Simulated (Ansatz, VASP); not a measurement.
## AlN in VASP and in Ansatz

INCAR

```
SYSTEM = AlN
ALGO = Normal
EDIFF = 1E-7
ENCUT = 520
GGA = PE
ISIF = 2
ISMEAR = 0
LASPH = .TRUE.
LCHARG = .FALSE.
LREAL = .FALSE.
LWAVE = .FALSE.
NBANDS = 11
NELM = 80
PREC = Accurate
SIGMA = 0.05
```

KPOINTS

```
k-points
0
G
  10 10 10
  0 0 0
```

File POSCAR:

```
AlN
1.0
    0.1624822742      2.0636009267      2.0636009267
    2.0636009267      0.1624822742      2.0636009267
    2.0636009267      2.0636009267      0.1624822742
Al N
1 1
Direct
    0.5000000000      0.5000000000      0.5000000000
    0.0000000000      0.0000000000      0.0000000000
```

Input for Ansatz:

```yaml
crystal:
  lattice:
    - [0.1624822742, 2.0636009267, 2.0636009267]
    - [2.0636009267, 0.1624822742, 2.0636009267]
    - [2.0636009267, 2.0636009267, 0.1624822742]
  atoms:
    - { symbol: Al, position: [0.5, 0.5, 0.5] }
    - { symbol: "N", position: [0.0, 0.0, 0.0] }
basis:
  ecutwfc: 520.0
kpoints:
  mp_grid: { grid: [10, 10, 10] }
hamiltonian:
  xc: pbe
  pseudopotentials: { kind: paw, azcp: { folder: soft_1 } }
scf:
  occupations: { method: gaussian, width: 0.05 }
output:
  forces: true
  stress: true
  eigenvalues: true
```

Alike in both runs: task single point; functional PBE; k mesh 10 × 10 × 10; occupations gaussian, width 0.05 eV; no spin polarisation.

|  | VASP | Ansatz |
| --- | --- | --- |
| version | VASP 6.6.1 | Ansatz 0.2.0 |
| potentials or method | VASP PAW PBE potentials, release 64 (Al, N) | scalar-relativistic, plane waves, PAW |
| plane-wave cutoff (eV) | 520 | 520 |
| valence electrons in the cell | 8 | 8 |

|  | VASP | Ansatz | Ansatz less VASP |
| --- | --- | --- | --- |
| gap on the k mesh at the Fermi level (eV) | 3.17 | 3.17 | +0.005 |
| least direct gap on the mesh (eV) | 4.73 | 4.72 | -0.014 |
| pressure (GPa) | 26.0 | 26.1 | +0.09 |
| largest component of the traceless stress (GPa) | 30.97 | 30.96 | -0.014 |

The functional is the same, so the differences come from potentials, cutoffs and numerics.

Caveats: so large a pressure means that the cell lies far from this level's equilibrium, or that cutoff or potentials fall short (VASP). A k mesh can miss the band edges.
